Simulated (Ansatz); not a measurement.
TiO$_{2}$: relaxation of cell and atoms

All numbers below come from DFT, PBE, PAW with Ansatz's default frozen-core files, scalar-relativistic (Ansatz 0.2.0).

Command: `ansatz run input.yaml --threads 1 --pin off --max-ram 3072MiB --backend cpu --events-out ev --progress --plain --runs-dir out` The run took 8.1 s on 1 thread of Arm Neoverse V2, on a shared host.

```yaml
crystal:
  lattice:
    - [0.0, 2.5553258337, 2.5553258337]
    - [2.5553258337, 0.0, 2.5553258337]
    - [2.5553258337, 2.5553258337, 0.0]
  atoms:
    - { symbol: Ti, position: [0.0, 0.0, 0.0] }
    - { symbol: O, position: [0.25, 0.25, 0.25] }
    - { symbol: O, position: [0.75, 0.75, 0.75] }
kpoints:
  mp_grid: { grid: [11, 11, 11] }
scf:
  occupations: { method: fermi_dirac, width: 0.05 }
hamiltonian:
  xc: pbe
  pseudopotentials: { kind: paw }
output:
  forces: true
  stress: true
relax:
  f_tol: 0.005
  max_steps: 80
  cell: {}
```

The cell is built from the fluorite type as a first guess.

The cutoff is 420 eV; energies and pressures of the walk include the program's estimate of the Pulay term.

Each frame lists the cell vectors (Å), then Cartesian positions (Å); symmetry keeps all forces zero. Free energies count from the first step, -3637.2831 eV.

The walk took 7 evaluations in all; steps that aren't listed are left out.

Step 1: E = 0.0 meV, P = -29.17 GPa

```
cell 0.0000 2.5553 2.5553 2.5553 0.0000 2.5553 2.5553 2.5553 0.0000
Ti    0.0000    0.0000    0.0000
O     1.2777    1.2777    1.2777
O     3.8330    3.8330    3.8330
```

Step 2: E = -550.3 meV, P = -4.58 GPa

```
cell 0.0000 2.4332 2.4332 2.4332 0.0000 2.4332 2.4332 2.4332 0.0000
Ti    0.0000    0.0000    0.0000
O     1.2166    1.2166    1.2166
O     3.6498    3.6498    3.6498
```

Step 3: E = -561.4 meV, P = 1.46 GPa

```
cell 0.0000 2.4129 2.4129 2.4129 0.0000 2.4129 2.4129 2.4129 0.0000
Ti    0.0000    0.0000    0.0000
O     1.2064    1.2064    1.2064
O     3.6193    3.6193    3.6193
```

Step 4: E = -561.2 meV, P = -0.05 GPa

```
cell 0.0000 2.4177 2.4177 2.4177 0.0000 2.4177 2.4177 2.4177 0.0000
Ti    0.0000    0.0000    0.0000
O     1.2089    1.2089    1.2089
O     3.6266    3.6266    3.6266
```

Step 5: E = -550.4 meV, P = -0.85 GPa (the cell of the step before, solved again on a basis chosen afresh, hence the jump)

Question: How does the relaxation end?

Answer: It converges, with a = 4.830 Å, b = 4.830 Å, c = 4.830 Å, α = 90.00°, β = 90.00°, γ = 90.00° (conventional cell, space group Fm-3m). The last solve (on a basis chosen afresh for the final cell, so its energy is not quite comparable) gives E = -550.7 meV, P = -0.01 GPa:
```
cell 0.0000 2.4150 2.4150 2.4150 0.0000 2.4150 2.4150 2.4150 0.0000
Ti    0.0000    0.0000    0.0000
O     1.2075    1.2075    1.2075
O     3.6225    3.6225    3.6225
```
